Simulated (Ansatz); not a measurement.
SiC: energy along a strain

SiC, F-43m, a = 4.348 Å (as given, not relaxed at this level: -2.9 GPa). The compound has several low-lying forms, and this is one of them. Ansatz: LDA, PAW, 420 eV, Γ-centred 12×12×12 mesh on 2 atoms, Gaussian smearing 0.05 eV; no spin polarisation. Cell vectors (Å): 0.000 2.174 2.174; 2.174 0.000 2.174; 2.174 2.174 0.000. The cell is strained by x per cent times the pattern (0 0 0 0 1 0) in the order xx yy zz yz xz xy (engineering shears), with fractional coordinates held. y is the free energy over the start, V0 = 10.275 Å³/atom. Symmetry makes y even in x.

| x (%) | y (meV/atom) |
| --- | --- |
| -6.00 | 31.38 |
| -3.00 | 7.82 |
| 0.00 | 0.00 |
| 0.75 | 0.48 |
| 1.50 | 1.95 |
| 2.25 | 4.40 |
| 3.75 | 12.23 |
| 4.50 | 17.63 |
| 5.25 | ? |

Question: Fit y = c2 x² + c4 x⁴ to the other rows, get the stiffness along the pattern, and predict the missing energy.

Answer: Least squares on the rows shown. y = 0.86856 x² + 8.7318×10⁻⁵ x⁴. The clamped-ion stiffness p·C·p = 2 × 8.686 eV × 160.2 / 10.275 Å³ = 271 GPa, which is C55 in these axes (C44 of the cubic crystal) (second derivative at the start, which stands under stress). At x = 5.25 the fit asked for gives 24.01 meV/atom. The run gave 24.01 meV/atom, the same to the digits shown.